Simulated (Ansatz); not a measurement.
# A Zn vacancy in zincblende ZnS, 63 atoms, charge −2

How high is the barrier for this jump? The start is relaxed, a band joins it to the far end, and PBEsol and HSE06 are the levels used.

Program: Ansatz 0.2.0, PAW, plane waves. These are calculated values, not measurements.

**1. The starting cell**

63 atoms (31 Zn, 32 S); a = 10.713 Å, b = 10.713 Å, c = 10.713 Å, α = 90.00°, β = 90.00°, γ = 90.00°. All atoms were shaken off their sites by about 0.02 Å along each axis. Defect site 1: (0.500, 0.500, 0.500).

The runs, in order: (2) PBEsol relaxation at the single k point (¼, ¼, ¼), on 1 × NVIDIA GB200 with 8 threads of Arm Neoverse-V2; (3) HSE06 single point at the single k point (¼, ¼, ¼), on 1 × NVIDIA GB200 with 8 threads of Arm Neoverse-V2; (4) PBEsol band at the single k point (¼, ¼, ¼), on 1 × NVIDIA GB200 with 8 threads of Arm Neoverse-V2; (5) HSE06 single point at the single k point (¼, ¼, ¼), on 1 × NVIDIA GB200 with 8 threads of Arm Neoverse-V2.

**2. Relaxing the atoms with PBEsol**

in.yaml

```yaml
crystal:
  lattice:
    - [10.712536, 0.000000, 0.000000]
    - [0.000000, 10.712536, 0.000000]
    - [0.000000, 0.000000, 10.712536]
  atoms:
    - { symbol: Zn, position: [0.001954, 0.000101, 0.000443] }
    - { symbol: Zn, position: [0.998300, 0.001605, 0.497673] }
    - { symbol: Zn, position: [0.998570, 0.501215, 0.999913] }
    - { symbol: Zn, position: [0.999164, 0.499563, 0.500881] }
    - { symbol: Zn, position: [0.496935, 0.998990, 0.997458] }
    - { symbol: Zn, position: [0.499635, 0.000610, 0.499774] }
    - { symbol: Zn, position: [0.499689, 0.498322, 0.002016] }
    - { symbol: Zn, position: [0.245347, 0.250177, 0.002378] }
    - { symbol: Zn, position: [0.247790, 0.253505, 0.501960] }
    - { symbol: Zn, position: [0.249857, 0.748482, 0.999466] }
    - { symbol: Zn, position: [0.253191, 0.751193, 0.499633] }
    - { symbol: Zn, position: [0.747805, 0.251461, 0.998469] }
    - { symbol: Zn, position: [0.751821, 0.245547, 0.497954] }
    - { symbol: Zn, position: [0.749017, 0.749913, 0.999804] }
    - { symbol: Zn, position: [0.749571, 0.752031, 0.499720] }
    - { symbol: Zn, position: [0.250960, 0.000910, 0.250385] }
    - { symbol: Zn, position: [0.250742, 0.998889, 0.751671] }
    - { symbol: Zn, position: [0.249927, 0.499126, 0.251538] }
    - { symbol: Zn, position: [0.249172, 0.501550, 0.753907] }
    - { symbol: Zn, position: [0.748641, 0.998919, 0.251991] }
    - { symbol: Zn, position: [0.752191, 0.000035, 0.750718] }
    - { symbol: Zn, position: [0.748425, 0.498426, 0.247528] }
    - { symbol: Zn, position: [0.747060, 0.499406, 0.749263] }
    - { symbol: Zn, position: [0.999408, 0.248962, 0.253600] }
    - { symbol: Zn, position: [0.000594, 0.249990, 0.752798] }
    - { symbol: Zn, position: [0.000803, 0.748437, 0.245768] }
    - { symbol: Zn, position: [0.995794, 0.751387, 0.753820] }
    - { symbol: Zn, position: [0.499563, 0.251994, 0.250296] }
    - { symbol: Zn, position: [0.500094, 0.248809, 0.754095] }
    - { symbol: Zn, position: [0.497001, 0.747218, 0.254921] }
    - { symbol: Zn, position: [0.497192, 0.748935, 0.748539] }
    - { symbol: S, position: [0.124399, 0.123528, 0.125346] }
    - { symbol: S, position: [0.126141, 0.124916, 0.621576] }
    - { symbol: S, position: [0.124550, 0.621705, 0.125282] }
    - { symbol: S, position: [0.124738, 0.621032, 0.624810] }
    - { symbol: S, position: [0.624451, 0.122989, 0.128811] }
    - { symbol: S, position: [0.626554, 0.124321, 0.625705] }
    - { symbol: S, position: [0.625205, 0.621404, 0.125195] }
    - { symbol: S, position: [0.626284, 0.626690, 0.627642] }
    - { symbol: S, position: [0.370658, 0.375389, 0.125520] }
    - { symbol: S, position: [0.374583, 0.374655, 0.625111] }
    - { symbol: S, position: [0.374364, 0.873810, 0.128077] }
    - { symbol: S, position: [0.379183, 0.875425, 0.627052] }
    - { symbol: S, position: [0.874475, 0.376084, 0.121818] }
    - { symbol: S, position: [0.875396, 0.376005, 0.624742] }
    - { symbol: S, position: [0.872888, 0.880345, 0.128349] }
    - { symbol: S, position: [0.876865, 0.877309, 0.623612] }
    - { symbol: S, position: [0.376525, 0.126802, 0.374720] }
    - { symbol: S, position: [0.377886, 0.123441, 0.873669] }
    - { symbol: S, position: [0.377651, 0.625095, 0.376661] }
    - { symbol: S, position: [0.376800, 0.623234, 0.875257] }
    - { symbol: S, position: [0.874693, 0.124049, 0.375509] }
    - { symbol: S, position: [0.872629, 0.124927, 0.875385] }
    - { symbol: S, position: [0.873070, 0.623385, 0.375790] }
    - { symbol: S, position: [0.871527, 0.623705, 0.876079] }
    - { symbol: S, position: [0.124648, 0.377652, 0.372351] }
    - { symbol: S, position: [0.124614, 0.377733, 0.873141] }
    - { symbol: S, position: [0.125496, 0.877562, 0.374938] }
    - { symbol: S, position: [0.124369, 0.874105, 0.875295] }
    - { symbol: S, position: [0.623773, 0.375366, 0.374700] }
    - { symbol: S, position: [0.624592, 0.375786, 0.875039] }
    - { symbol: S, position: [0.626369, 0.874588, 0.376963] }
    - { symbol: S, position: [0.624690, 0.876116, 0.875932] }
  symmetry: { detect: false }
kpoints:
  mp_grid: { grid: [1, 1, 1], shift: [0.25, 0.25, 0.25] }
hamiltonian:
  xc: pbesol
total_charge: -2
scf:
  occupations: { method: fermi_dirac, width: 0.01 }
relax:
  f_tol: 0.03
  max_steps: 80
  escape_saddle: false
  adjacent_minimum: "off"
output:
  forces: true
  eigenvalues: true
  populations: true
  charged_corrections: { epsilon: 8.3 }
```

Launch:

```bash
$ ansatz run in.yaml --threads 8 --pin off --max-ram 118750MiB --runs-dir r --events-out ev --progress --plain --backend cuda --devices 0, --max-vram 170GiB
```

After this run come: HSE06 on the final geometry; Elastic band between the two sites; HSE06 on the same atoms.

**Question.** What will these runs give? Wanted: for each run, top filled to lowest empty.

**Answer**, as computed:

| level | time | top filled to lowest empty (eV) |
| --- | --- | --- |
| PBEsol, relaxation | 3.8 s (GPU) | 2.86 |
| HSE06 | 20 s (GPU) | 4.17 |
| HSE06, at the band's top | 21 s (GPU) | 3.65 |

| quantity | value |
| --- | --- |
| relaxation | 5 recorded steps, 0.75 eV gained |
| largest shift | 0.18 Å (S39) |
| barrier forwards, backwards | 1.25, 1.25 eV |
| jump | Zn by 3.62 Å |
| band iterations | 9 |
| top less start by HSE06 | 1.25 eV |

Relaxation gains 0.75 eV, with shifts up to 0.18 Å (S39). The PBEsol barrier is 1.25 eV forwards and 1.25 eV back, about 48 times kT at 300 K, without charge corrections. The cell's size and k points aren't converged for it. The top is a first-order saddle. On the same two geometries HSE06 gives 1.25 eV. At the same k points, PBEsol gives a spacing 1.30 eV smaller than the 4.17 eV of HSE06. In a defect cell this spacing can involve defect levels, so it need not be the gap.
